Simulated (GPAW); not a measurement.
A run of GPAW 26.7.0 is set up as follows.

The input run.py:

```python
from ase.io import read
from gpaw import PW
from gpaw.dft import DFT

atoms = read('Pt.xyz')

dft = DFT(atoms,
          mode=PW(600),
          xc='PBE',
          kpts={'size': (12, 12, 12), 'gamma': True},
          occupations={'name': 'fermi-dirac', 'width': 0.05},
          nbands=17,
          convergence={'density': 1e-05, 'energy': 1e-05},
          maxiter=150,
          txt='gpaw.txt')
print(f'Energy: {dft.calculate_energy():.6f} eV')
print('Forces (eV/A):')
print(dft.calculate_forces().round(4))
print('Stress (eV/A^3):', dft.calculate_stress().round(6))
dft.write_gpw_file('gs.gpw')
```

The input Pt.xyz:

```xyz
1
Lattice="-1.5842200000 1.5842200000 1.5842200000 1.5842200000 -1.5842200000 1.5842200000 1.5842200000 1.5842200000 -1.5842200000" Properties=species:S:1:pos:R:3 pbc="T T T"
Pt     0.0000000000      0.0000000000      0.0000000000
```

Potentials or basis: GPAW PAW data sets (gpaw-data 1.2.1), pw.

Run with:

```console
$ OMP_NUM_THREADS=1 python run.py
```

Task: What does it give for the band gap on the k mesh?

Result: None (metal or under the smearing width).

Task: Estimate the pressure.

Result: -1.7 GPa.

Spin-orbit coupling is left out, which matters for the levels of Pt.
